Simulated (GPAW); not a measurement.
# Pd (Im-3m) in GPAW: single point with PBE

Aim: the single point of Pd with PBE.

Program: GPAW 26.7.0. These are calculated values, not measurements. Logs are shortened: lines on timing, memory, paths and dates and some standing lists are left out, and cuts for length are marked. The log counts tension as positive stress, the text compression.

## (1) Starting point

Symmetry: Im-3m, No. 229, cubic system. Conventional cell: a = 3.145 Å, b = 3.145 Å, c = 3.145 Å, α = 90.00°, β = 90.00°, γ = 90.00°. Pd (site symmetry m-3m) has 8 Pd at 2.72 Å as nearest neighbours.

This isn't the form of Pd at room conditions, which is fcc.

## (2) Single point, PBE

File POSCAR:

```
Pd
1.0
   -1.5722810000      1.5722810000      1.5722810000
    1.5722810000     -1.5722810000      1.5722810000
    1.5722810000      1.5722810000     -1.5722810000
Pd
1
Direct
    0.0000000000      0.0000000000      0.0000000000
```

Potentials or basis: GPAW PAW data sets (gpaw-data 1.2.1), pw.

Run with:

```
$ OMP_NUM_THREADS=1 gpaw run POSCAR -p 'mode=PW(600),xc=PBE,kpts={size:(12,12,12),gamma:True},occupations={name:fermi-dirac,width:0.05},nbands=17,convergence={density:1e-05,energy:1e-05},maxiter=150,txt=gpaw.txt' --properties efs -w gs.gpw
```

Output:

```text
__  _  _
 | _ |_)|_||  |
 |__||  | ||/\| - 26.7.0

Input parameters:
  mode=PW(ecut=600.0),
  convergence={'density': 1e-05, 'energy': 1e-05},
  kpts=MonkhorstPack(size=[12, 12, 12], gamma=True),
  maxiter=150,
  nbands=17,
  occupations=Occupations(name='fermi-dirac', width=0.05),
  xc=XC(name='PBE')

Diagonalizing LCAO Hamiltonian
Converting LCAO to pw mode

       Pd

Atoms  # Å, Bohr magnetons
|   | symbol |        x |        y |        z |    initial magnetic moments |
|---|--------|----------|----------|----------|-----------------------------|
| 0 |     Pd | 0.000000 | 0.000000 | 0.000000 | ( 0.0000,  0.0000,  0.0000) |

Unit cell  # Å
| periodic |         x |         y |         z |  lengths |     angles |
|----------|-----------|-----------|-----------|----------|------------|
|      yes | -1.572281 |  1.572281 |  1.572281 | 2.723271 | 109.471221 |
|      yes |  1.572281 | -1.572281 |  1.572281 | 2.723271 | 109.471221 |
|      yes |  1.572281 |  1.572281 | -1.572281 | 2.723271 | 109.471221 |

Number of symmetries: 48
Symmetry operations  # r_c * U_cc + t_c -> r_c
|    | kind |            matrix            |
|----|------|------------------------------|
|  0 |  σ   |  1, 1, 1,  0, 0,-1,  0,-1, 0 |
|  1 |  C4  |  1, 1, 1,  0, 0,-1, -1, 0, 0 |
|  2 |  C2  |  1, 1, 1,  0,-1, 0,  0, 0,-1 |
|  3 |  S6  |  1, 1, 1,  0,-1, 0, -1, 0, 0 |
|  4 |  S6  |  1, 1, 1, -1, 0, 0,  0, 0,-1 |
|  5 |  C4  |  1, 1, 1, -1, 0, 0,  0,-1, 0 |
|  6 |  E   |  1, 0, 0,  0, 1, 0,  0, 0, 1 |
|  7 |  σ   |  1, 0, 0,  0, 1, 0, -1,-1,-1 |
|  8 |  σ   |  1, 0, 0,  0, 0, 1,  0, 1, 0 |
|  9 |  C3  |  1, 0, 0,  0, 0, 1, -1,-1,-1 |
| 10 |  C3  |  1, 0, 0, -1,-1,-1,  0, 1, 0 |
| 11 |  σ   |  1, 0, 0, -1,-1,-1,  0, 0, 1 |
| 12 |  σ   |  0, 1, 0,  1, 0, 0,  0, 0, 1 |
| 13 |  C2  |  0, 1, 0,  1, 0, 0, -1,-1,-1 |
| 14 |  C3  |  0, 1, 0,  0, 0, 1,  1, 0, 0 |
| 15 |  S4  |  0, 1, 0,  0, 0, 1, -1,-1,-1 |
| 16 |  S4  |  0, 1, 0, -1,-1,-1,  1, 0, 0 |
| 17 |  C3  |  0, 1, 0, -1,-1,-1,  0, 0, 1 |
| 18 |  C3  |  0, 0, 1,  1, 0, 0,  0, 1, 0 |
| 19 |  S4  |  0, 0, 1,  1, 0, 0, -1,-1,-1 |
| 20 |  σ   |  0, 0, 1,  0, 1, 0,  1, 0, 0 |
| 21 |  C3  |  0, 0, 1,  0, 1, 0, -1,-1,-1 |
| 22 |  C2  |  0, 0, 1, -1,-1,-1,  1, 0, 0 |
| 23 |  S4  |  0, 0, 1, -1,-1,-1,  0, 1, 0 |
| 24 |  C4  |  0, 0,-1,  1, 1, 1,  0,-1, 0 |
| 25 |  σ   |  0, 0,-1,  1, 1, 1, -1, 0, 0 |
| 26 |  S6  |  0, 0,-1,  0,-1, 0,  1, 1, 1 |
| 27 |  C2  |  0, 0,-1,  0,-1, 0, -1, 0, 0 |
| 28 |  C4  |  0, 0,-1, -1, 0, 0,  1, 1, 1 |
| 29 |  S6  |  0, 0,-1, -1, 0, 0,  0,-1, 0 |
| 30 |  S6  |  0,-1, 0,  1, 1, 1,  0, 0,-1 |
| 31 |  C4  |  0,-1, 0,  1, 1, 1, -1, 0, 0 |
| 32 |  C4  |  0,-1, 0,  0, 0,-1,  1, 1, 1 |
| 33 |  S6  |  0,-1, 0,  0, 0,-1, -1, 0, 0 |
| 34 |  σ   |  0,-1, 0, -1, 0, 0,  1, 1, 1 |
| 35 |  C2  |  0,-1, 0, -1, 0, 0,  0, 0,-1 |
| 36 |  C2  | -1, 0, 0,  1, 1, 1,  0, 0,-1 |
| 37 |  S6  | -1, 0, 0,  1, 1, 1,  0,-1, 0 |
| 38 |  S6  | -1, 0, 0,  0, 0,-1,  1, 1, 1 |
| 39 |  C2  | -1, 0, 0,  0, 0,-1,  0,-1, 0 |
| 40 |  C2  | -1, 0, 0,  0,-1, 0,  1, 1, 1 |
| 41 |  i   | -1, 0, 0,  0,-1, 0,  0, 0,-1 |
| 42 |  S4  | -1,-1,-1,  1, 0, 0,  0, 1, 0 |
| 43 |  C3  | -1,-1,-1,  1, 0, 0,  0, 0, 1 |
| 44 |  C3  | -1,-1,-1,  0, 1, 0,  1, 0, 0 |
| 45 |  σ   | -1,-1,-1,  0, 1, 0,  0, 0, 1 |
| 46 |  S4  | -1,-1,-1,  0, 0, 1,  1, 0, 0 |
| 47 |  C2  | -1,-1,-1,  0, 0, 1,  0, 1, 0 |

BZ-sampling:
  Number of BZ points: 1728
  Number of IBZ points: 72

  Monkhorst-Pack size: [12, 12, 12]
  Monkhorst-Pack shift: [0.041666666666666664, 0.041666666666666664, 0.041666666666666664]

K-points  # in reciprocal-cell coordinates
|     |                                coordinates |     weight |
|-----|--------------------------------------------|------------|
|   0 | ( -0.00000000,  -0.00000000,  -0.00000000) | 0.00057870 |
|   1 | (  0.08333333,  -0.00000000,  -0.00000000) | 0.00694444 |
|   2 | (  0.08333333,   0.08333333,  -0.08333333) | 0.00347222 |
|   3 | (  0.16666667,  -0.00000000,  -0.08333333) | 0.01388889 |
|   4 | (  0.16666667,  -0.00000000,  -0.00000000) | 0.00694444 |
|   5 | (  0.16666667,   0.08333333,  -0.08333333) | 0.01388889 |
|   6 | (  0.16666667,   0.16666667,  -0.16666667) | 0.00347222 |
|   7 | (  0.25000000,  -0.08333333,  -0.08333333) | 0.00462963 |
|   8 | (  0.25000000,  -0.00000000,  -0.08333333) | 0.02777778 |
|   9 | (  0.25000000,  -0.00000000,  -0.00000000) | 0.00694444 |
| ... |                                            |            |
|  71 | (  0.50000000,   0.50000000,   0.50000000) | 0.00057870 |

Plane wave coefficients: 539
Cutoff: 600.0 eV

Spin-components: 1 (collinear spins)
Bands:           17
Projectors:      6
Spin-degeneracy: 2
Datatype:        complex128

Density:
  Valence electrons: 16.0
  Components: 1
  Grid points: [16 16 16]
  Charge: 0.0  # |e|

Potential:
  Grid points: [16 16 16]

species:
  Pd:
    name:    Palladium
    Z:       46.0
    valence: 16
    core:    30
    charge:  0.0  # [|e|]
    compensation charges:
      type: gauss
      rc: 0.38  # [Å]
      lmax: 2
    cutoffs:
      filter: 2.38  # [Å]
      core: 2.28  # [Å]
    projectors
    | kind |    occ | energy [eV] | rcut [Å] |
    |------|--------|-------------|----------|
    |   5s |  0.000 |      -3.315 |    1.228 |
    |   4p |  6.000 |     -51.209 |    1.360 |
    |   5p |  0.000 |      -0.314 |    1.360 |
    |   4d | 10.000 |      -4.047 |    1.228 |
    |    s |        |      23.896 |    1.228 |
    |    d |        |      23.165 |    1.228 |

    Using partial waves for Pd as LCAO basis

Reference energy: -137227.490718  # eV

eigensolver:
  PPCG
  Converge bands: occupied
  niter=2

density mixing:
  MSR1-Mixer
  Pratt-step length: 0.05
  Maximum mixing coefficient: 0.75
  Old densities: 10
  SVD Regularization: 0.005
  Good broyden scale: 1.0
  Trust region scale: 1.0
  Backstep threshold: 4.0
  History deletion threshold: 6.0
  Fourier metric: weight=20.0, sigma=0.015

occupation numbers:
  Fermi-Dirac:
    width: 0.0500  # eV

poisson solver:
  ecut: 4800.0  # eV

xc functional:
  name: PBE with 2 nearest neighbor stencil

convergence criteria:
- Maximum integral of absolute [dens]ity change: 1e-05 electrons / valence electron
- Maximum [total energy] change in last 3 cyles: 1e-05 eV / valence electron
- Maximum integral of absolute [eigenst]ate change: 4e-08 eV^2 / valence electron
maximum number of iterations: 150

SCF iterations
|iter     | |      energy | eigst |  dens |
|---------|-|-------------|-------|-------|
|iter:   1| |   -4.811785 | -0.23 |       |
|iter:   2| |   -4.568057 | -2.60 | -0.98 |
|iter:   3| |   -3.849824 | -1.44 | -1.04 |
|iter:   4| |   -3.841771 | -3.34 | -2.01 |
|iter:   5| |   -3.839101 | -3.56 | -2.17 |
|iter:   6| |   -3.839103 | -6.21 | -3.58 |
|iter:   7| |   -3.839104c| -7.62c| -4.04 |
|iter:   8| |   -3.839104c| -8.41c| -5.14c|

Converged in 8 steps
Energy contributions relative to reference atoms: (reference = -137227.490718)

Energy contributions:
  Kinetic:          -3.949416
  Coulomb:          -0.836051
  Zero:             -0.166276
  External:          0.000000
  Xc:                1.117869
  Entropy:          -0.010462
  Spinorbit:         0.000000
  ----------------------------
  Free energy:      -3.844335
  Extrapolated:     -3.839104

dipole moment: (-4.654671, -4.654671, -4.654671)  # |e|*Ang

Fermi level: 8.635
Eigenvalues  # (at kpt = [-0.000, -0.000, -0.000])
| band index |      eig [eV] | occ [0-2] |
|------------|---------------|-----------|
|          0 |       -40.858 |     2.000 |
|          1 |       -40.858 |     2.000 |
|          2 |       -40.858 |     2.000 |
|          3 |         1.917 |     2.000 |
|          4 |         5.925 |     2.000 |
|          5 |         5.925 |     2.000 |
[... 9 lines left out ...]
|         15 |        39.755 |     0.000 |
|         16 |        39.755 |     0.000 |

No gap
No difference between direct/indirect transitions

Forces  # eV/Ang
|       x |        y |       z |
|---------|----------|---------|
| 0.00000 | -0.00000 | 0.00000 |  # Pd   0

Stress tensor  # eV/Ang^3
|         x |         y |        z |
|-----------|-----------|----------|
|  0.007038 | -0.000000 | 0.000000 |
| -0.000000 |  0.007038 | 0.000000 |
|  0.000000 |  0.000000 | 0.007038 |

# Writing to gs.gpw (mode='')
```

Wall time 10 s (1 thread of Intel Xeon Platinum 8488C (Sapphire Rapids), shared host); peak memory 0.14 GiB.

What came out:

```
Free energy            : -3.8443 eV
Pressure               : -1.1 GPa
Band gap on the k mesh : none (metal or under the smearing width)
```

Levels at points of the mesh, in eV from the Fermi level:
```
           k point  band 5  band 6  band 7  band 8  band 9  band 10  band 11  band 12
(0.00, 0.00, 0.00)   -2.71   -2.71   -2.71   -0.88   -0.88    19.55    19.55    19.55
(0.50, 0.50, 0.00)   -3.82   -0.95   -0.66    0.57    1.49     7.55    15.24    18.01
(0.50, 0.50, 0.50)   -4.82    0.21    0.21    0.21    9.16     9.16     9.16    16.96
```

## (3) For comparison

An earlier run on the cell as given: functional PBE; potentials or basis GPAW PAW data sets (gpaw-data 1.2.1); cutoff 600 eV; basis pw; k mesh 12 × 12 × 12; occupations fermi-dirac, width 0.05 eV; no spin polarisation.

- Pressure: -1.1 GPa
- Band gap on the k mesh: none (metal or under the smearing width)
